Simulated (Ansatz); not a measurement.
# PbSe (Clausthalite) (Fm-3m) in Ansatz: a series of runs

One crystal, PbSe (Clausthalite), is run at these levels: revPBE+D4; tasks: single point, equation of state.

Program: Ansatz 0.2.0. These are calculated values, not measurements. Logs are shortened: lines on timing, memory, paths and dates and some standing lists are left out, and cuts for length are marked.

### 1 The crystal as given

Symmetry: Fm-3m, No. 225, cubic system. The conventional cell has a = 6.121 Å, b = 6.121 Å, c = 6.121 Å, α = 90.00°, β = 90.00°, γ = 90.00°. Pb (site symmetry m-3m) has 6 Se at 3.06 Å as nearest neighbours. Se (site symmetry m-3m) is surrounded by 6 Pb at 3.06 Å.

### 2 Single point, revPBE+D4, 26.95 Å³/atom (volume scaled by 0.94)

File input.yaml:

```yaml
crystal:
  lattice:
    - [0.0, 2.9981702236, 2.9981702236]
    - [2.9981702236, 0.0, 2.9981702236]
    - [2.9981702236, 2.9981702236, 0.0]
  atoms:
    - { symbol: Pb, position: [0.0, 0.0, 0.0] }
    - { symbol: Se, position: [0.5, 0.5, 0.5] }
hamiltonian:
  xc: revpbe
  pseudopotentials: { kind: paw }
  dispersion: d4
kpoints:
  mp_grid: { grid: [8, 8, 8] }
scf:
  occupations: { method: fermi_dirac, width: 0.05 }
output:
  forces: true
  stress: true
  eigenvalues: true
  write_density: true
  write_potential: true
  elf: true
  volumetric_format: npy
```

Potentials or basis: Ansatz PAW.

Started as:

```bash
ansatz run input.yaml --threads 2 --pin off --max-ram 5120MiB --backend cpu --events-out ev --progress --plain --runs-dir out
```

What it wrote:

```text
Warning: RAYON_NUM_THREADS=2 ignored (pool sized by the plan → 2); use --threads N
Engine: ansatz 0.2.0, aarch64-unknown-linux-gnu
Pseudopotentials: kind: paw
Pseudopotential: Pb, paw, valence charge 14, recommended cutoff 420 eV (normal), Pb.paw.azcp
Pseudopotential: Se, paw, valence charge 16, recommended cutoff 420 eV (normal), Se.paw.azcp
Functional definition: revPBE
  parameter kappa = 1.245
  parameter beta = 0.06672455060314922
  exchange = pbe_x(kappa = kappa, mu = beta*pi^2/3)
  correlation = pbe_c(beta = beta)
Crystal: 2 atoms, lattice volume = 53.901 Å³
Basis set: ecut = 420 eV, 1067 PW (Γ), exchange–correlation on 60×60×60 points (8 copies of the dense FFT grid, shifted against one another)
Bands: 19, of which v1, the nominal top of the filled ones, is band 15 counted from 1 (14 counted from 0)
Symmetry: 48 space group operations
Space group: Fm-3m (ITA 225), of the structure as read, at distance tolerance 3.8e-5 Å
k-points: 29 of 512
Non-local potential: Pb, projectors of the file, l = 0: 2, l = 1: 2, l = 2: 2, l = 3: 2
Non-local potential: Se, projectors of the file, l = 0: 2, l = 1: 2, l = 2: 3, l = 3: 1
PAW form: soft (Blöchl's): semilocal exchange-correlation on the pseudo side does not see the compensation charge
PAW frozen core: Pb, regenerated for the run's functional, and the local potential with it (the file was generated under x = pbe(κ = 0.804, μ = 0.2195149727645171), c = pbe(β = 0.06672455060314922))
PAW frozen core: Se, regenerated for the run's functional, and the local potential with it (the file was generated under x = pbe(κ = 0.804, μ = 0.2195149727645171), c = pbe(β = 0.06672455060314922))
PAW one-centre angular grid: Pb, 590 points (default); XC on 64 Gauss nodes
PAW one-centre angular grid: Se, 590 points (default); XC on 64 Gauss nodes
Initial density: superposition of atomic densities (neutral atoms: chi_scale 0, normalization atom), corrected by the library's trained network
Initial wavefunctions: pseudopotential atomic-orbital guess
Functional: x = revpbe(κ = 1.245, μ = 0.2195149727645171), c = pbe(β = 0.06672455060314922)
SCF iter   1: F=—  HF=-17392.953223 eV  |F-HF|=—  |Δ(HF+E_count)|=         —  Δρ=1.82e-3  dr2=1.70e-3  ethr=1.77e-3  ⟨swp⟩=6.0  Hψ=2693  notcnv=0
preconditioner: auto → none  [insulator: Δε(μ)=0.121 eV  Ē_g=15.599 eV  σ=0.050 eV  W_gap=0.54  n_scr=14 (ndim 8)  ℏωp=22.6 eV  f_vac=0.015  D(μ)=0.11/eV (n_scr^D=0)  ε∞_Penn≈3.1]
SCF iter   2: F=—  HF=-17392.951958 eV  |F-HF|=—  |Δ(HF+E_count)|=   1.27e-3  Δρ=6.84e-4  dr2=1.43e-4  ethr=5.65e-6  ⟨swp⟩=2.0  Hψ=1236  notcnv=0
SCF iter   3: F=—  HF=-17392.952016 eV  |F-HF|=—  |Δ(HF+E_count)|=   5.84e-5  Δρ=3.23e-4  dr2=3.59e-5  ethr=4.75e-7  ⟨swp⟩=2.0  Hψ=867  notcnv=0
SCF iter   4: F=—  HF=-17392.952048 eV  |F-HF|=—  |Δ(HF+E_count)|=   3.19e-5  Δρ=7.26e-5  dr2=5.01e-6  ethr=1.20e-7  ⟨swp⟩=2.0  Hψ=697  notcnv=0
SCF iter   5: F=—  HF=-17392.952046 eV  |F-HF|=—  |Δ(HF+E_count)|=   1.85e-6  Δρ=1.54e-5  dr2=1.66e-7  ethr=1.67e-8  ⟨swp⟩=2.7  Hψ=916  notcnv=0
SCF iter   6: F=-17392.952046 eV  HF=-17392.952046 eV  |F-HF|=8.10e-9  |Δ(HF+E_count)|=   4.57e-8  Δρ=4.35e-6  dr2=7.05e-9  ethr=3.33e-10  ⟨swp⟩=9.0  Hψ=4114  notcnv=0
SCF 1 converged in 6 iterations: F = -17392.952046 eV  dr2 = 7.05e-9
SCF converged after 6 iterations
Free energy (F): -17392.952046 eV
Harris-Foulkes:  -17392.952046 eV  (|F-HF|=8.10e-9)
Internal energy: -17392.951188 eV  (E = F + TS)
E sigma→0 (E₀):  -17392.951617 eV
Entropy (-TS):   -0.000858 eV (-0.429 meV/atom)
Fermi energy:    10.291396 eV
--- Per-component energies (eV) ---
  E_band       = -398.105219
  E_kinetic    = 408.161072
  E_local      = -3426.760784  (includes V_loc(G=0)·N_el)
  E_nonlocal   = -247.304085
  E_hartree    = 1605.302459
  E_xc         = -327.089652
  E_vxc        = -232.485996  (∫ρ·V_xc dr)
  E_paw        = -12329.333980  (= ΣΔE_a)
  E_vpaw       = -110.318191  (= ΣTr[D̂ρ^β])
  E_aug_tail   = -0.000595  (compensation charges beyond the density's cutoff)
  E_ewald      = -3074.469137
  E_disp       = -1.314394  (pairwise vdW)
  E_core_change = -0.142092  (= ΣΔE_core)
  E_smearing   = -0.000858  (= −TS)
  E_closure    = -0.000000  (closes the sum)
  Σ components = -17392.952046   (vs F -17392.952046, Δ=0.00e0)
--- Forces (eV/Å), atoms counted from 1 ---
  atom   1  Pb    -0.00000000     0.00000000     0.00000000
  atom   2  Se     0.00000000    -0.00000000    -0.00000000
  max |Σ_I F_I| component: 1.38e-30 eV/Å
--- Stress (GPa, compression-positive) ---
        3.907615       0.000000       0.000000
        0.000000       3.907615       0.000000
        0.000000      -0.000000       3.907615
  P = ⅓ Tr σ = 3.9076 GPa (39.076 kbar)
--- Band table (eV; the first three rows and the last of 29) ---
  k-point 0: bands = ["-37.2980", "-37.2980", "-37.2952", "-37.2952", "-37.2952", "-6.8452", "-6.8452", "-6.8452", "-6.8420", "-6.8420", "-3.9725", "4.0039", "7.9772", "7.9772", "7.9772", "15.0436", "15.0436", "15.0436", "16.5608"]
  k-point 1: bands = ["-37.2980", "-37.2980", "-37.2952", "-37.2952", "-37.2952", "-6.8475", "-6.8475", "-6.8447", "-6.8385", "-6.8385", "-3.8408", "3.5029", "8.0232", "8.0232", "8.3455", "13.8913", "14.2762", "14.2762", "16.4217"]
  k-point 2: bands = ["-37.2980", "-37.2980", "-37.2952", "-37.2952", "-37.2952", "-6.8590", "-6.8590", "-6.8436", "-6.8240", "-6.8240", "-3.4760", "2.4544", "8.1569", "8.1569", "9.0274", "12.3390", "13.0522", "13.0522", "16.6533"]
  k-point 28: bands = ["-37.2980", "-37.2979", "-37.2952", "-37.2952", "-37.2951", "-6.9691", "-6.8440", "-6.8301", "-6.8301", "-6.7888", "-2.2548", "1.9243", "5.4569", "5.4569", "9.2419", "12.0347", "15.1591", "15.1591", "18.0654"]
```

Run time: 1.4 s. Hardware: 2 threads of Arm Neoverse V1, shared host; peak memory 0.34 GiB.

Results:

```yaml
Free_energy: -17392.9520 eV
Pressure: 3.9 GPa
Band_gap_on_the_k_mesh: 0.12 eV, direct
```

Caveat: spin-orbit coupling is left out, which as a rule narrows the gap of such compounds by several tenths of an eV; the PAW data sets come from PBE, with cores solved anew for the run's functional, which leaves a small shift of forces and pressure.

### 3 Single point, revPBE+D4, 27.52 Å³/atom (volume scaled by 0.96)

File input.yaml:

```yaml
crystal:
  lattice:
    - [0.0, 3.0192847941, 3.0192847941]
    - [3.0192847941, 0.0, 3.0192847941]
    - [3.0192847941, 3.0192847941, 0.0]
  atoms:
    - { symbol: Pb, position: [0.0, 0.0, 0.0] }
    - { symbol: Se, position: [0.5, 0.5, 0.5] }
hamiltonian:
  xc: revpbe
  pseudopotentials: { kind: paw }
  dispersion: d4
kpoints:
  mp_grid: { grid: [8, 8, 8] }
scf:
  occupations: { method: fermi_dirac, width: 0.05 }
output:
  forces: true
  stress: true
  eigenvalues: true
```

Potentials or basis: Ansatz PAW.

Started as:

```bash
ansatz run input.yaml --threads 2 --pin off --max-ram 5120MiB --backend cpu --events-out ev --progress --plain --runs-dir out
```

Wall time 1.1 s (2 threads of Arm Neoverse V1, shared host); peak memory 0.33 GiB.

It converged, with:

```
Free energy            : -17392.9752 eV
Pressure               : 2.6 GPa
Band gap on the k mesh : 0.20 eV, direct
```

Caveat: spin-orbit coupling is left out, which as a rule narrows the gap of such compounds by several tenths of an eV; the PAW data sets come from PBE, with cores solved anew for the run's functional, which leaves a small shift of forces and pressure.

### 4 Single point, revPBE+D4, 28.10 Å³/atom (volume scaled by 0.98)

input.yaml, as its differences from that of step 3:

```diff
@@ -2,5 +2,5 @@
   lattice:
-    - [0.0, 3.0192847941, 3.0192847941]
-    - [3.0192847941, 0.0, 3.0192847941]
-    - [3.0192847941, 3.0192847941, 0.0]
+    - [0.0, 3.0401081059, 3.0401081059]
+    - [3.0401081059, 0.0, 3.0401081059]
+    - [3.0401081059, 3.0401081059, 0.0]
   atoms:
```

Started as:

```bash
ansatz run input.yaml --threads 2 --pin off --max-ram 5120MiB --backend cpu --events-out ev --progress --plain --runs-dir out
```

Wall time 1.1 s (2 threads of Arm Neoverse V1, shared host); peak memory 0.33 GiB.

The run converged. Its results:

```yaml
Free_energy: -17392.9892 eV
Pressure: 1.4 GPa
Band_gap_on_the_k_mesh: 0.28 eV, direct
```

Caveat: spin-orbit coupling is left out, which as a rule narrows the gap of such compounds by several tenths of an eV; the PAW data sets come from PBE, with cores solved anew for the run's functional, which leaves a small shift of forces and pressure.

### 5 Single point, revPBE+D4, 28.67 Å³/atom

input.yaml, as its differences from that of step 4:

```diff
@@ -2,5 +2,5 @@
   lattice:
-    - [0.0, 3.0401081059, 3.0401081059]
-    - [3.0401081059, 0.0, 3.0401081059]
-    - [3.0401081059, 3.0401081059, 0.0]
+    - [0.0, 3.06065, 3.06065]
+    - [3.06065, 0.0, 3.06065]
+    - [3.06065, 3.06065, 0.0]
   atoms:
```

Started as:

```bash
ansatz run input.yaml --threads 2 --pin off --max-ram 5120MiB --backend cpu --events-out ev --progress --plain --runs-dir out
```

It took 1.1 s on 2 threads of Arm Neoverse V1, shared host; peak memory 0.33 GiB.

It converged, with:

```
Free energy            : -17392.9951 eV
Pressure               : 0.3 GPa
Band gap on the k mesh : 0.35 eV, direct
```

Caveat: spin-orbit coupling is left out, which as a rule narrows the gap of such compounds by several tenths of an eV; the PAW data sets come from PBE, with cores solved anew for the run's functional, which leaves a small shift of forces and pressure.

### 6 Single point, revPBE+D4, 29.24 Å³/atom (volume scaled by 1.02)

input.yaml, as its differences from that of step 5:

```diff
@@ -2,5 +2,5 @@
   lattice:
-    - [0.0, 3.06065, 3.06065]
-    - [3.06065, 0.0, 3.06065]
-    - [3.06065, 3.06065, 0.0]
+    - [0.0, 3.080919796, 3.080919796]
+    - [3.080919796, 0.0, 3.080919796]
+    - [3.080919796, 3.080919796, 0.0]
   atoms:
@@ -20 +20,5 @@
   eigenvalues: true
+  write_density: true
+  write_potential: true
+  elf: true
+  volumetric_format: npy
```

Potentials or basis: Ansatz PAW.

Started as:

```bash
ansatz run input.yaml --threads 2 --pin off --max-ram 5120MiB --backend cpu --events-out ev --progress --plain --runs-dir out
```

Wall time 1.4 s (2 threads of Arm Neoverse V1, shared host); peak memory 0.34 GiB.

Results (log left out):

- Free energy: -17392.9939 eV
- Pressure: -0.6 GPa
- Band gap on the k mesh: 0.41 eV, direct

Caveat: spin-orbit coupling is left out, which as a rule narrows the gap of such compounds by several tenths of an eV; the PAW data sets come from PBE, with cores solved anew for the run's functional, which leaves a small shift of forces and pressure.

### 7 Single point, revPBE+D4, 29.82 Å³/atom (volume scaled by 1.04)

File input.yaml:

```yaml
crystal:
  lattice:
    - [0.0, 3.1009263293, 3.1009263293]
    - [3.1009263293, 0.0, 3.1009263293]
    - [3.1009263293, 3.1009263293, 0.0]
  atoms:
    - { symbol: Pb, position: [0.0, 0.0, 0.0] }
    - { symbol: Se, position: [0.5, 0.5, 0.5] }
hamiltonian:
  xc: revpbe
  pseudopotentials: { kind: paw }
  dispersion: d4
kpoints:
  mp_grid: { grid: [8, 8, 8] }
scf:
  occupations: { method: fermi_dirac, width: 0.05 }
output:
  forces: true
  stress: true
  eigenvalues: true
```

Started as:

```bash
ansatz run input.yaml --threads 2 --pin off --max-ram 5120MiB --backend cpu --events-out ev --progress --plain --runs-dir out
```

Wall time 1.1 s (2 threads of Arm Neoverse V1, shared host); peak memory 0.34 GiB.

The run converged. Its results:

```
Free energy            : -17392.9874 eV
Pressure               : -1.1 GPa
Band gap on the k mesh : 0.47 eV, direct
```

Caveat: spin-orbit coupling is left out, which as a rule narrows the gap of such compounds by several tenths of an eV; the PAW data sets come from PBE, with cores solved anew for the run's functional, which leaves a small shift of forces and pressure.

### 8 Single point, revPBE+D4, 30.39 Å³/atom (volume scaled by 1.06)

input.yaml, as its differences from that of step 7:

```diff
@@ -2,5 +2,5 @@
   lattice:
-    - [0.0, 3.1009263293, 3.1009263293]
-    - [3.1009263293, 0.0, 3.1009263293]
-    - [3.1009263293, 3.1009263293, 0.0]
+    - [0.0, 3.1206779849, 3.1206779849]
+    - [3.1206779849, 0.0, 3.1206779849]
+    - [3.1206779849, 3.1206779849, 0.0]
   atoms:
```

Started as:

```bash
ansatz run input.yaml --threads 2 --pin off --max-ram 5120MiB --backend cpu --events-out ev --progress --plain --runs-dir out
```

Wall time 1.2 s (2 threads of Arm Neoverse V1, shared host); peak memory 0.34 GiB.

The run converged. Its results:

| Quantity | Value |
| --- | --- |
| Free energy | -17392.9812 eV |
| Pressure | -0.2 GPa |
| Band gap on the k mesh | 0.53 eV, direct |

Caveat: spin-orbit coupling is left out, which as a rule narrows the gap of such compounds by several tenths of an eV; the PAW data sets come from PBE, with cores solved anew for the run's functional, which leaves a small shift of forces and pressure.

### 9 Equation of state, revPBE+D4

Potentials or basis: Ansatz PAW.

No new run: the results of the series are fitted here.

Results:

| Item | Value |
| --- | --- |
| Equilibrium volume | 28.86 Å³/atom (rough: see the caveat) |
| Bulk modulus | 38 GPa (rough) |

Energy against volume, from the lowest point:
```
volume (Å³/atom)  energy (meV/atom)
          26.951              21.55
          27.524               9.98
          28.097               2.95
          28.671               0.00
          29.244               0.62
          29.818               3.89
          30.391               6.94
```

Caveat: the potentials were made for another functional, which shifts forces and pressure; the fit is doubtful: noisy points or a state that changes with volume. The run has no spin-orbit coupling, so splittings on Pb are missing.
